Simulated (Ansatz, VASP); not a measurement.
## BN (Qingsongite) in two plane-wave programs

One calculation is typed for both programs; each brings its own data sets and cutoff. How far apart do they land? The cell is taken from a series of VASP runs on this material, whose earlier steps may have relaxed, scaled or displaced it; both programs get it as it stands.

Main program and level: Ansatz 0.2.0; plane waves, with VASP 6.6.1 beside it; zone-centre phonons at LDA.

### Step 1. Set-up

It takes space group F-43m (No. 216, cubic). The conventional cell has a = 3.583 Å, b = 3.583 Å, c = 3.583 Å, α = 90.00°, β = 90.00°, γ = 90.00°. N has 4 B at 1.55 Å nearest. Nearest to B lie 4 N at 1.55 Å. Farther neighbours and most contacts between anions are not listed.

As a file:

```xyz
2
Lattice="0.0000 1.7916 1.7916 1.7916 0.0000 1.7916 1.7916 1.7916 0.0000" Properties=species:S:1:pos:R:3 pbc="T T T"
N     2.6874    2.6874    2.6874
B     0.0000    0.0000    0.0000
```

### Step 2. VASP: zone-centre phonons, LDA

Second derivatives magnify differences that forces hide, and they need a tight electronic threshold.

Lines of VASP's logs that name or quote its potential files are left out, and so is its time.

File INCAR:

```
SYSTEM = BN
PREC = Accurate
ENCUT = 560
EDIFF = 1E-08
NELM = 100
ISMEAR = 0
SIGMA = 0.03
LREAL = .FALSE.
ALGO = Normal
GGA = CA
NBANDS = 10
LORBIT = 11
LWAVE = .FALSE.
LCHARG = .FALSE.
KPAR = 4
IBRION = 8
LEPSILON = .TRUE.
LPEAD = .TRUE.
ISIF = 2
```

File POSCAR:

```
BN
1.0
    0.0000000000      1.7916040497      1.7916040497
    1.7916040497      0.0000000000      1.7916040497
    1.7916040497      1.7916040497      0.0000000000
N B
1 1
Direct
    0.7500000000      0.7500000000      0.7500000000
    0.0000000000      0.0000000000      0.0000000000
```

File KPOINTS:

```
Automatic mesh
0
Gamma
20 20 20
0 0 0
```

PAW data sets: N and B (LDA family, release 64).

Command:

```bash
$ mpirun -np 4 vasp_std
```

Numbers of over 12 decimals in the logs are rounded to 6 here.

Output:

```text
[banner, memory and clock lines left out]
running    4 mpi-ranks, on    1 nodes
 distrk:  each k-point on    1 cores,    4 groups
 distr:  one band on    1 cores,    1 groups

 POSCAR found type information on POSCAR N B
 POSCAR found :  2 types and       2 ions
 LDA part: xc-table for (Slater(with rela. corr.)+CA(PZ))
 , standard interpolation
 POSCAR, INCAR and KPOINTS ok, starting setup
 FFT: planning ... GRIDC
 FFT: planning ... GRID_SOFT
 FFT: planning ... GRID
 WAVECAR not read
 entering main loop
       N       E                     dE             d eps       ncg     rms          rms(c)
DAV:   1     0.893314126058E+01    0.89331E+01   -0.53752E+03  5304   0.845E+02
DAV:   2    -0.201329484522E+02   -0.29066E+02   -0.28031E+02  6048   0.163E+02
DAV:   3    -0.205940588418E+02   -0.46111E+00   -0.46028E+00  6012   0.178E+01
DAV:   4    -0.205945962596E+02   -0.53742E-03   -0.53741E-03  5592   0.734E-01
DAV:   5    -0.205945967696E+02   -0.51001E-06   -0.51001E-06  5872   0.224E-02    0.664E+00
DAV:   6    -0.195654526525E+02    0.10291E+01   -0.33307E+00  5192   0.113E+01    0.316E+00
DAV:   7    -0.194472766463E+02    0.11818E+00   -0.97616E-02  5708   0.269E+00    0.179E+00
DAV:   8    -0.194148755645E+02    0.32401E-01   -0.50289E-02  5820   0.161E+00    0.187E-01
DAV:   9    -0.194147226103E+02    0.15295E-03   -0.86616E-04  5556   0.279E-01    0.821E-02
DAV:  10    -0.194147069403E+02    0.15670E-04   -0.43866E-05  5820   0.670E-02    0.138E-02
DAV:  11    -0.194147074131E+02   -0.47281E-06   -0.17487E-06  5722   0.956E-03    0.613E-03
DAV:  12    -0.194147073422E+02    0.70885E-07   -0.49566E-07  5624   0.441E-03    0.222E-04
DAV:  13    -0.194147073430E+02   -0.85038E-09   -0.78121E-09  3276   0.902E-04
   1 F= -.19414707E+02 E0= -.19414707E+02  d E =-.285565E-17
 Linear response reoptimize wavefunctions to high precision
DAV:   1    -0.194147073430E+02   -0.10004E-10   -0.19721E-10  3480   0.168E-04
 Linear response to external field (no local field effect), progress :
  Direction:   1
       N       E                     dE             d eps       ncg     rms          rms(c)
RMM:   1    -0.139344607391E+00   -0.13934E+00   -0.42987E-01  3046   0.198E+00
RMM:   2    -0.139784629319E+00   -0.44002E-03   -0.30963E-04  3072   0.142E-01
RMM:   3    -0.139785266925E+00   -0.63761E-06   -0.41605E-07  3072   0.472E-03
RMM:   4    -0.139785267370E+00   -0.44435E-09   -0.15784E-09  2209   0.213E-04
 change of polarisation eV/A/(eV/A) component  1 :     0.280     0.119     0.031
 dielectric tensor                  component  1 :     5.398     1.877     0.491
 Linear response to external field (no local field effect), progress :
  Direction:   2
       N       E                     dE             d eps       ncg     rms          rms(c)
RMM:   1    -0.139167395670E+00   -0.13917E+00   -0.42333E-01  3055   0.196E+00
RMM:   2    -0.139531937514E+00   -0.36454E-03   -0.29170E-04  3072   0.138E-01
RMM:   3    -0.139532524404E+00   -0.58689E-06   -0.37683E-07  3072   0.457E-03
RMM:   4    -0.139532525436E+00   -0.10318E-08   -0.94712E-10  2189   0.201E-04
 change of polarisation eV/A/(eV/A) component  2 :     0.119     0.279    -0.041
 dielectric tensor                  component  2 :     1.878     5.391    -0.638
 Linear response to external field (no local field effect), progress :
  Direction:   3
       N       E                     dE             d eps       ncg     rms          rms(c)
RMM:   1    -0.750242002491E-01   -0.75024E-01   -0.20378E-01  2985   0.157E+00
RMM:   2    -0.753753387809E-01   -0.35114E-03   -0.18800E-04  3072   0.119E-01
RMM:   3    -0.753758223682E-01   -0.48359E-06   -0.24480E-07  3072   0.398E-03
RMM:   4    -0.753758235063E-01   -0.11381E-08   -0.27887E-10  2205   0.188E-04
 change of polarisation eV/A/(eV/A) component  3 :     0.031    -0.041     0.151
 dielectric tensor                  component  3 :     0.492    -0.639     3.372
 Linear response to external field, progress :
  Direction:   1
       N       E                     dE             d eps       ncg     rms          rms(c)
RMM:   1    -0.117845001260E+00   -0.11785E+00   -0.35232E-01 13790   0.184E+00
RMM:   2    -0.118230574973E+00   -0.38557E-03   -0.26280E-04 13992   0.133E-01    0.575E-01
RMM:   3    -0.115954815521E+00    0.22758E-02   -0.99541E-04 35149   0.238E-01    0.337E-01
RMM:   4    -0.119657600747E+00   -0.37028E-02   -0.13990E-03 46495   0.286E-01    0.369E-02
RMM:   5    -0.120118540186E+00   -0.46094E-03   -0.14450E-05 36867   0.304E-02    0.410E-03
RMM:   6    -0.120131445348E+00   -0.12905E-04   -0.25851E-08 39141   0.165E-03    0.219E-03
RMM:   7    -0.120140468368E+00   -0.90230E-05   -0.70778E-09 39133   0.840E-04    0.992E-05
RMM:   8    -0.120140653518E+00   -0.18515E-06   -0.25985E-10 27555   0.382E-05    0.256E-05
RMM:   9    -0.120140646826E+00    0.66918E-08   -0.13725E-10 22576   0.411E-05    0.217E-06
 change of polarisation eV/A/(eV/A) component  1 :     0.227     0.038     0.019
 dielectric tensor                  component  1 :     4.566     0.595     0.298
 Linear response to external field, progress :
  Direction:   2
       N       E                     dE             d eps       ncg     rms          rms(c)
RMM:   1    -0.117844907777E+00   -0.11784E+00   -0.35232E-01 13790   0.184E+00
RMM:   2    -0.118230569225E+00   -0.38566E-03   -0.26308E-04 13992   0.133E-01    0.575E-01
RMM:   3    -0.115954860150E+00    0.22757E-02   -0.99538E-04 35141   0.238E-01    0.337E-01
RMM:   4    -0.119657749957E+00   -0.37029E-02   -0.13990E-03 46482   0.286E-01    0.369E-02
RMM:   5    -0.120118675438E+00   -0.46093E-03   -0.14451E-05 36867   0.304E-02    0.410E-03
RMM:   6    -0.120131591069E+00   -0.12916E-04   -0.26123E-08 39144   0.165E-03    0.219E-03
RMM:   7    -0.120140610285E+00   -0.90192E-05   -0.70541E-09 39131   0.840E-04    0.981E-05
RMM:   8    -0.120140787560E+00   -0.17728E-06   -0.94891E-11 26822   0.370E-05    0.277E-05
RMM:   9    -0.120140790394E+00   -0.28339E-08   -0.17819E-11 23436   0.438E-05    0.268E-06
 change of polarisation eV/A/(eV/A) component  2 :     0.018     0.227     0.030
 dielectric tensor                  component  2 :     0.283     4.566     0.477
 Linear response to external field, progress :
  Direction:   3
       N       E                     dE             d eps       ncg     rms          rms(c)
RMM:   1    -0.117844809071E+00   -0.11784E+00   -0.35232E-01 13790   0.184E+00
RMM:   2    -0.118230570654E+00   -0.38576E-03   -0.26284E-04 13992   0.133E-01    0.575E-01
RMM:   3    -0.115954849771E+00    0.22757E-02   -0.99541E-04 35149   0.238E-01    0.337E-01
RMM:   4    -0.119657754034E+00   -0.37029E-02   -0.13991E-03 46488   0.286E-01    0.369E-02
RMM:   5    -0.120118671033E+00   -0.46092E-03   -0.14453E-05 36866   0.304E-02    0.410E-03
RMM:   6    -0.120131591004E+00   -0.12920E-04   -0.26357E-08 39142   0.165E-03    0.219E-03
RMM:   7    -0.120140609051E+00   -0.90180E-05   -0.71156E-09 39130   0.839E-04    0.981E-05
RMM:   8    -0.120140786956E+00   -0.17790E-06   -0.18040E-10 26823   0.365E-05    0.277E-05
RMM:   9    -0.120140790108E+00   -0.31519E-08   -0.97621E-11 23435   0.434E-05    0.268E-06
 change of polarisation eV/A/(eV/A) component  3 :     0.016     0.040     0.227
 dielectric tensor                  component  3 :     0.256     0.637     4.566
 Linear response DOF=           2
 Linear response progress:
  Degree of freedom:   1/  2
       N       E                     dE             d eps       ncg     rms          rms(c)
RMM:   1    -0.230068158217E+00   -0.23007E+00    0.10301E-01 47416   0.332E+00
RMM:   2    -0.224049763903E+00    0.60184E-02   -0.20830E-03 36037   0.437E-01    0.231E-01
RMM:   3    -0.225023812833E+00   -0.97405E-03   -0.41636E-04 34884   0.160E-01    0.125E-01
RMM:   4    -0.227060583580E+00   -0.20368E-02   -0.38959E-04 33810   0.156E-01    0.232E-02
RMM:   5    -0.227117631142E+00   -0.57048E-04   -0.72167E-06 38825   0.229E-02    0.874E-04
RMM:   6    -0.227125731164E+00   -0.81000E-05    0.31702E-07 38146   0.113E-03    0.403E-04
RMM:   7    -0.227123745662E+00    0.19855E-05    0.47128E-07 39190   0.375E-04    0.465E-05
RMM:   8    -0.227123554484E+00    0.19118E-06    0.56617E-07 38987   0.286E-05    0.197E-05
RMM:   9    -0.227123493056E+00    0.61428E-07    0.55900E-07 40135   0.245E-05    0.935E-07
RMM:  10    -0.227123492238E+00    0.81840E-09    0.56201E-07 30176   0.109E-05    0.399E-07
RMM:  11    -0.227123497169E+00   -0.49315E-08    0.52707E-07 26590   0.110E-05    0.191E-08
 first order change of Fermi-energy   0.99444E-04
 force on displaced ion       1 direction 1 : -25.561   0.000   0.000
 Born effective charge ion    1 direction 1 :  -1.874   0.000   0.000
 Linear response progress:
  Degree of freedom:   2/  2
       N       E                     dE             d eps       ncg     rms          rms(c)
RMM:   1    -0.418205726621E-01   -0.41821E-01   -0.24496E-02 59760   0.135E+00
RMM:   2    -0.363216924597E-01    0.54989E-02   -0.14120E-04 35934   0.241E-01    0.148E-01
RMM:   3    -0.363187207510E-01    0.29717E-05    0.26974E-05 37461   0.785E-02    0.830E-02
RMM:   4    -0.366093748537E-01   -0.29065E-03   -0.47602E-05 37429   0.893E-02    0.764E-03
RMM:   5    -0.366083650462E-01    0.10098E-05    0.13217E-05 38372   0.724E-03    0.111E-03
RMM:   6    -0.366074185202E-01    0.94653E-06    0.14599E-06 38523   0.521E-04    0.414E-04
RMM:   7    -0.366052549470E-01    0.21636E-05    0.36817E-07 38919   0.390E-04    0.438E-05
RMM:   8    -0.366053197544E-01   -0.64807E-07    0.48345E-07 39068   0.307E-05    0.103E-05
RMM:   9    -0.366052707820E-01    0.48972E-07    0.44437E-07 39863   0.144E-05    0.859E-07
RMM:  10    -0.366052690171E-01    0.17649E-08    0.45904E-07 26020   0.723E-06    0.343E-07
RMM:  11    -0.366052698933E-01   -0.87618E-09    0.45535E-07 21391   0.724E-06    0.123E-08
 first order change of Fermi-energy  -0.29442E-05
 force on displaced ion       2 direction 1 : -25.573  -0.000  -0.000
 Born effective charge ion    2 direction 1 :   1.874   0.000   0.000
 Born effective charges drift removed
 Linear response finished
```

From OUTCAR (step 2):

```text
ion  position               nearest neighbor table
   1  0.750  0.750  0.750-   2 1.55   2 1.55   2 1.55   2 1.55
   2  0.000  0.000  0.000-   1 1.55   1 1.55   1 1.55   1 1.55

  LATTYP: Found a face centered cubic cell.
 ALAT       =     3.5832080994

 Subroutine GETGRP returns: Found 24 space group operations
 (whereof 24 operations were pure point group operations)

The static configuration has the point symmetry T_d .

 Found    256 irreducible k-points:

   k-points           NKPTS =    256   k-points in BZ     NKDIM =    256   number of bands    NBANDS=     10

   dimension x,y,z NGX =    20 NGY =   20 NGZ =   20
   dimension x,y,z NGXF=    40 NGYF=   40 NGZF=   40

   ENCUT  =  560.0 eV  41.16 Ry    6.42 a.u.   4.89  4.89  4.89*2*pi/ulx,y,z

   NELECT =       8.0000    total number of electrons

 k-points in reciprocal lattice and weights: Automatic mesh
   0.00000000  0.00000000  0.00000000       0.000
   0.05000000  0.00000000  0.00000000       0.001
   0.10000000  0.00000000  0.00000000       0.001
   0.15000000  0.00000000  0.00000000       0.001
   0.20000000  0.00000000  0.00000000       0.001
   0.25000000  0.00000000  0.00000000       0.001
   0.30000000  0.00000000  0.00000000       0.001
   0.35000000  0.00000000  0.00000000       0.001
   0.40000000  0.00000000  0.00000000       0.001
[...]
-0.30000000  0.50000000  0.20000000       0.002
  -0.25000000  0.50000000  0.25000000       0.001

 average (electrostatic) potential at core
       1 -59.7990       2 -29.2034

  Total       -0.0001681     -0.0001681     -0.0001681     -0.0000000     -0.0000000     -0.0000000
  in kB       -0.0234224     -0.0234224     -0.0234224     -0.0000000     -0.0000000     -0.0000000
  external PRESSURE =      -0.0234224 kB  Pullay stress =       0.0000000 kB

  energy-cutoff  :      560.00
  volume of cell :       11.50
      direct lattice vectors                 reciprocal lattice vectors
     0.000000000  1.791604050  1.791604050    -0.279079521  0.279079521  0.279079521
     1.791604050  0.000000000  1.791604050     0.279079521 -0.279079521  0.279079521
     1.791604050  1.791604050  0.000000000     0.279079521  0.279079521 -0.279079521

 POSITION                                       TOTAL-FORCE (eV/Angst)
 -----------------------------------------------------------------------------------
      2.68741      2.68741      2.68741         0.000000     -0.000000      0.000000
      0.00000      0.00000      0.00000        -0.000000      0.000000     -0.000000
 -----------------------------------------------------------------------------------
    total drift:                                0.000000      0.000000      0.000000

 MACROSCOPIC STATIC DIELECTRIC TENSOR (including local field effects in DFT)
 ------------------------------------------------------
           4.565813     0.000000    -0.000000
           0.000000     4.565813     0.000000
           0.000000     0.000000     4.565813
 ------------------------------------------------------

 PIEZOELECTRIC TENSOR (including local field effects)  for field in x, y, z        (C/m^2)
          XX          YY          ZZ          XY          YZ          ZX
  --------------------------------------------------------------------------------
  x    -0.00000     0.00000    -0.00000     0.00000     1.02907     0.00000
  y     0.00000    -0.00000    -0.00000     0.00000     0.00000     1.02907
  z     0.00000     0.00000    -0.00000     1.02907     0.00000     0.00000

 BORN EFFECTIVE CHARGES (including local field effects) (in |e|, cummulative output)
 ---------------------------------------------------------------------------------
 ion    1
    1    -1.87396    -0.00000    -0.00000
    2    -0.00000    -1.87396     0.00000
    3     0.00000    -0.00000    -1.87396
 ion    2
    1     1.87396     0.00000     0.00000
    2     0.00000     1.87396    -0.00000
    3    -0.00000     0.00000     1.87396

 Eigenvectors and eigenvalues of the dynamical matrix
 ----------------------------------------------------

   1 f  =   32.004723 THz   201.091606 2PiTHz 1067.562651 cm-1   132.360840 meV
             X         Y         Z           dx          dy          dz
      2.687406  2.687406  2.687406     0.000000    0.660005    0.000000
      0.000000  0.000000  0.000000     0.000000   -0.751261    0.000000

   2 f  =   32.004723 THz   201.091606 2PiTHz 1067.562651 cm-1   132.360840 meV
             X         Y         Z           dx          dy          dz
      2.687406  2.687406  2.687406    -0.660005    0.000000    0.000000
      0.000000  0.000000  0.000000     0.751261    0.000000    0.000000

   3 f  =   32.004723 THz   201.091606 2PiTHz 1067.562651 cm-1   132.360840 meV
             X         Y         Z           dx          dy          dz
      2.687406  2.687406  2.687406     0.000000    0.000000   -0.660005
      0.000000  0.000000  0.000000     0.000000    0.000000    0.751261

   4 f/i=    0.003557 THz     0.022348 2PiTHz    0.118641 cm-1     0.014710 meV
             X         Y         Z           dx          dy          dz
      2.687406  2.687406  2.687406     0.751261    0.000000    0.000000
      0.000000  0.000000  0.000000     0.660005    0.000000    0.000000

   5 f/i=    0.003557 THz     0.022348 2PiTHz    0.118641 cm-1     0.014710 meV
             X         Y         Z           dx          dy          dz
      2.687406  2.687406  2.687406     0.000000   -0.751261    0.000000
      0.000000  0.000000  0.000000     0.000000   -0.660005    0.000000

   6 f/i=    0.003557 THz     0.022348 2PiTHz    0.118641 cm-1     0.014710 meV
             X         Y         Z           dx          dy          dz
      2.687406  2.687406  2.687406     0.000000    0.000000    0.751261
      0.000000  0.000000  0.000000     0.000000    0.000000    0.660005

 MACROSCOPIC STATIC DIELECTRIC TENSOR IONIC CONTRIBUTION
 ------------------------------------------------------
           2.160997    -0.000000     0.000000
          -0.000000     2.160997     0.000000
           0.000000     0.000000     2.160997
 ------------------------------------------------------

 ELASTIC MODULI CONTR FROM IONIC RELAXATION (kBar)
 Direction    XX          YY          ZZ          XY          YZ          ZX
 --------------------------------------------------------------------------------
 XX          -0.0000      0.0000      0.0000      0.0000     -0.0000     -0.0000
 YY           0.0000     -0.0000      0.0000      0.0000      0.0000      0.0000
 ZZ           0.0000      0.0000     -0.0000     -0.0000      0.0000     -0.0000
 XY           0.0000      0.0000     -0.0000    -39.3079     -0.0000     -0.0000
 YZ          -0.0000      0.0000      0.0000     -0.0000    -39.3079      0.0000
 ZX          -0.0000      0.0000     -0.0000     -0.0000      0.0000    -39.3079
 --------------------------------------------------------------------------------

 PIEZOELECTRIC TENSOR IONIC CONTR  for field in x, y, z        (C/m^2)
          XX          YY          ZZ          XY          YZ          ZX
  --------------------------------------------------------------------------------
  x    -0.00000     0.00000     0.00000    -0.00000    -0.27425     0.00000
  y    -0.00000     0.00000    -0.00000    -0.00000     0.00000    -0.27425
  z     0.00000     0.00000    -0.00000    -0.27425    -0.00000    -0.00000
```

[end of part 1 of 2]

[Lines on the potential files, build, host, timing and source positions are cut from VASP's logs without a mark.]

[Logs are printed without paths, hosts, clocks, repeated set-up lines and the standing remarks that a program may print on its own settings, such as how far it seeks lower states.]

[Hosts, paths, dates, database ids (printed as entryN), source tags and the programs' standing remarks are cut or masked in the printed files.]
